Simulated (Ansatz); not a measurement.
# Ni2Si under pressure: fit and missing row

Ni2Si, P6_3/mmc, a = 3.868 Å, c = 4.917 Å. The structure is a COD entry; whether it is the stable form wasn't checked. Ansatz: PBEsol, PAW, 420 eV, Γ-centred 12×12×8 mesh on 6 atoms, Gaussian smearing 0.10 eV; no spin polarisation. Cell and atoms are relaxed at each pressure, and no other structure is tried, so the rows at high pressure may lie past a change of phase.

```
V (Å³/atom) P (GPa)
          ?    59.97
      9.569    29.97
     10.022    14.99
     10.277     8.01
     10.482     3.05
     10.621    -0.01
     10.767    -3.00
```

Take V0 = 10.621 Å³/atom, count pressures from its P0 = -0.01 GPa, fit the third-order Birch–Murnaghan form to the other rows, and predict the missing volume.

With the Eulerian strain f = ½[(V0/V)^(2/3) − 1] and y = (P − P0)/[3f(1 + 2f)^(5/2)], the form is the line y = B0 + 1.5 B0 (B0′ − 4) f. Rows (f, y): 0.03601, 233.2; 0.01973, 230.1; 0.01110, 228.0; 0.00441, 226.3; -0.00453, 225.1. Means f = 0.01334, y = 228.54; Σ(Δf)² = 0.0009589, ΣΔfΔy = 0.1983; the slope is their ratio. y = 225.8 + 206.8 f GPa, so B0 = 225.8 GPa and B0′ = 4 + 2 × (206.8)/(3 × 225.8) = 4.61. P = 59.97 GPa is met at f = 0.06242 (y = 238.71), so V = V0 (1 + 2f)^(−3/2) = 8.903 Å³/atom. The run gave 8.901 Å³/atom, so the fit is 0.002 Å³/atom too high, a small miss on the scale of the series. The form still works here, 91 % of the fitted range beyond its end.